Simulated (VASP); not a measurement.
## VASP 6.6.1 run: BeS

INCAR

```
ISMEAR = 0
SIGMA = 0.01
NBANDS = 11
METAGGA = R2SCAN
NSW = 0
LWAVE = .FALSE.
ISIF = 2
LCHARG = .FALSE.
NELECT = 8.02
LREAL = .FALSE.
ENCUT = 520
LASPH = .TRUE.
PREC = Accurate
ALGO = Normal
EDIFF = 0.001
NELM = 67
IBRION = -1
```

KPOINTS

```
KPOINTS created by Atomic Simulation Environment
0
Gamma
10 10 10
0 0 0
```

POSCAR

```
Be S
 1.0000000000000000
     0.0000000000000000    2.3868161129000001    2.3868161129000001
     2.3868161129000001    0.0000000000000000    2.3868161129000001
     2.3868161129000001    2.3868161129000001    0.0000000000000000
 Be  S
   1   1
Cartesian
  0.0000000000000000  0.0000000000000000  0.0000000000000000
  2.3868161129000001  2.3868161129000001  2.3868161129000001
```

The recommended PBE PAW datasets give the neutral cell 8 valence electrons.

Command

```
mpirun -np 1 vasp_std
```

OSZICAR

```
N       E                     dE             d eps       ncg     rms          rms(c)
DAV:   1     0.131173432159E+02    0.13117E+02   -0.39207E+03  1034   0.641E+02
DAV:   2    -0.136381854558E+02   -0.26756E+02   -0.25253E+02  1366   0.113E+02
DAV:   3    -0.149528352829E+02   -0.13146E+01   -0.13092E+01  1368   0.235E+01
DAV:   4    -0.149596442784E+02   -0.68090E-02   -0.68077E-02  1280   0.195E+00
DAV:   5    -0.149596804613E+02   -0.36183E-04   -0.36181E-04  1373   0.142E-01    0.583E+00
DAV:   6    -0.133068290686E+02    0.16529E+01   -0.49422E-01  1127   0.430E+00    0.491E+00
DAV:   7    -0.133389186472E+02   -0.32090E-01   -0.77830E-02  1285   0.183E+00    0.202E+00
DAV:   8    -0.133474111390E+02   -0.84925E-02   -0.89236E-03  1148   0.771E-01    0.208E-01
DAV:   9    -0.133478807357E+02   -0.46960E-03   -0.11750E-03  1062   0.247E-01
   1 F= -.13347881E+02 E0= -.13347866E+02  d E =-.302333E-04
```

From OUTCAR

```
k-points           NKPTS =     47   k-points in BZ     NKDIM =     47   number of bands    NBANDS=     11

   NELECT =       8.0200    total number of electrons

   dimension x,y,z NGX =    28 NGY =   28 NGZ =   28
   dimension x,y,z NGXF=    56 NGYF=   56 NGZF=   56

  energy-cutoff  :      520.00
  volume of cell :       27.19
      direct lattice vectors                 reciprocal lattice vectors
     0.000000000  2.386816113  2.386816113    -0.209484089  0.209484089  0.209484089
     2.386816113  0.000000000  2.386816113     0.209484089 -0.209484089  0.209484089
     2.386816113  2.386816113  0.000000000     0.209484089  0.209484089 -0.209484089

 k-points in reciprocal lattice and weights: KPOINTS created by Atomic Simulation Env
   0.00000000  0.00000000  0.00000000       0.001
   0.10000000  0.00000000  0.00000000       0.008
   0.20000000  0.00000000  0.00000000       0.008
   0.30000000  0.00000000  0.00000000       0.008
   0.40000000  0.00000000  0.00000000       0.008
   0.50000000  0.00000000  0.00000000       0.004
   0.10000000  0.10000000  0.00000000       0.006
   0.20000000  0.10000000  0.00000000       0.024
   ...

 E-fermi :   7.1178

 k-point     1 :       0.0000    0.0000    0.0000
  band No.  band energies     occupation
      1      -9.6128      2.00000
      2       5.1310      2.00000
      3       5.1310      2.00000
      4       5.1310      2.00000
      5      10.5528      0.00000
      6      14.8678      0.00000
      7      14.8678      0.00000
      8      14.8678      0.00000
      9      15.5550      0.00000
     10      15.5550      0.00000
     11      15.5550      0.00000

 k-point     2 :       0.1000    0.0000    0.0000
  band No.  band energies     occupation
      1      -9.4733      2.00000
      2       4.2476      2.00000
      3       5.0930      2.00000
      4       5.0930      2.00000
      5      11.0374      0.00000
      6      14.1250      0.00000
      7      14.1250      0.00000
      8      14.3213      0.00000
      9      15.3925      0.00000
     10      15.3925      0.00000
     11      16.0576      0.00000

 k-point     3 :       0.2000    0.0000    0.0000
  band No.  band energies     occupation
      1      -9.0720      2.00000
      2       2.4535      2.00000
      3       5.0106      2.00000
      4       5.0106      2.00000
      5      11.1797      0.00000
      6      12.4748      0.00000
      7      12.4748      0.00000
      8      14.5958      0.00000
      9      16.4377      0.00000
     10      16.4377      0.00000
     11      16.6013      0.00000

 k-point     4 :       0.3000    0.0000    0.0000
  band No.  band energies     occupation
      1      -8.4744      2.00000
      2       0.6104      2.00000
      3       4.9420      2.00000
      4       4.9420      2.00000
      5      10.6553      0.00000
      6      11.1482      0.00000
      7      11.1482      0.00000
      8      15.3601      0.00000
      9      17.7139      0.00000
     10      18.0799      0.00000
     11      18.0799      0.00000

 k-point     5 :       0.4000    0.0000    0.0000
  band No.  band energies     occupation
      1      -7.8518      2.00000
      2      -0.8273      2.00000
      3       4.9139      2.00000
      4       4.9139      2.00000
      5      10.2078      0.00000
      6      10.2943      0.00000
      7      10.2943      0.00000
      8      15.6390      0.00000
      9      19.6656      0.00000
     10      20.0606      0.00000
     11      20.0606      0.00000

 ...

  Total       -1.1717632     -1.1717632     -1.1717632     -0.0000000      0.0000000     -0.0000000
  in kB      -69.0340806    -69.0340806    -69.0340806     -0.0000000      0.0000000     -0.0000000
  external PRESSURE =     -69.0340806 kB  Pullay stress =       0.0000000 kB

 POSITION                                       TOTAL-FORCE (eV/Angst)
 -----------------------------------------------------------------------------------
      0.00000      0.00000      0.00000         0.000000     -0.000000      0.000000
      2.38682      2.38682      2.38682        -0.000000      0.000000     -0.000000
 -----------------------------------------------------------------------------------
    total drift:                                0.000000      0.000000      0.000000

  FREE ENERGIE OF THE ION-ELECTRON SYSTEM (eV)
  ---------------------------------------------------
  free  energy   TOTEN  =       -13.3478807357 eV

  energy  without entropy=      -13.3478505024  energy(sigma->0) =      -13.34786562
```

It converged. Results: pressure -6.9 GPa.

The cell is charged and sits in a uniform background.

For comparison, a separate r²SCAN run of the intended cell, on usual settings and not on those above, gives a gap of 1.33 eV on its mesh and a pressure of -8.5 GPa.

The run above took about 30 s on one core of a shared host (Intel Xeon Platinum 8488C) and held 0.16 GiB at most.
